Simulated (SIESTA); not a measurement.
Input of a SIESTA 5.4.2 run:

The input Hg.fdf:

```
SystemName                      Hg
SystemLabel                     Hg
NumberOfSpecies                 1
NumberOfAtoms                   6
%block ChemicalSpeciesLabel
  1  80 Hg
%endblock ChemicalSpeciesLabel

UseStructFile                   true

%block kgrid.MonkhorstPack
    9   0   0  0.0
    0   7   0  0.0
    0   0   1  0.0
%endblock kgrid.MonkhorstPack
XC.Functional                   VDW
XC.Authors                      DRSLL
PAO.BasisSize                   DZP
PAO.EnergyShift                 0.003 Ry
Mesh.Cutoff                     800 Ry
OccupationFunction              FD
ElectronicTemperature           0.05 eV
Slab.DipoleCorrection           vacuum
MaxSCFIterations                120
SCF.MustConverge                false
SCF.Mixer.Method                Pulay
SCF.Mixer.Weight                0.25
SCF.Mixer.History               8
SCF.DM.Tolerance                5.0e-05
SCF.H.Tolerance                 1.0e-03 eV
WriteForces                     true
Charge.Mulliken                 end
%block PAO.Basis
  Hg 5
  n=5 0 2
    2.583 0.000
  n=6 0 2
    5.726 0.000
  n=5 1 2
    3.057 0.000
  n=6 1 1
    5.726
  n=5 2 2
    4.977 0.000
%endblock PAO.Basis
```

The input Hg.STRUCT_IN:

```
   3.1451051000     0.0000000000     0.0000000000
  -1.5725525500     4.1432980392     0.0000000000
   0.0000000000     0.0000000000    25.3582450980
6
1  80    0.0000000000     0.5000000000     0.2957617915
1  80    0.5000000000     0.0000000000     0.3774570749
1  80    0.5000000000     0.5000000000     0.4591523583
1  80    0.0000000000     0.0000000000     0.5408476417
1  80    0.0000000000     0.5000000000     0.6225429251
1  80    0.5000000000     0.0000000000     0.7042382085
```

Potentials or basis: PseudoDojo 0.4 standard (PBE files), DZP (energy shift 0.003 Ry; two zetas on semicore shells).

The run is started by

```sh
$ siesta < Hg.fdf > Hg.out 2>&1
```

Predict the largest force.

0.325 eV/Å.

What does it give for the band gap on the k mesh?

None (metal or under the smearing width).

Stress tensor (GPa, compression positive):
```
0.61 0.17 0.00
0.17 0.21 0.00
0.00 0.00 0.96
```

Caveat: short orbitals over semicore shells can move pressures by several GPa; the valence orbitals were made in a potential fitted to the semicore shell under them, which widens gaps by tenths of an eV or more; the potentials were made for another functional, which shifts forces and pressure; the basis of atomic orbitals isn't converged, which shifts pressures, moduli and gaps. Spin-orbit coupling is left out, which matters for the levels of Hg.
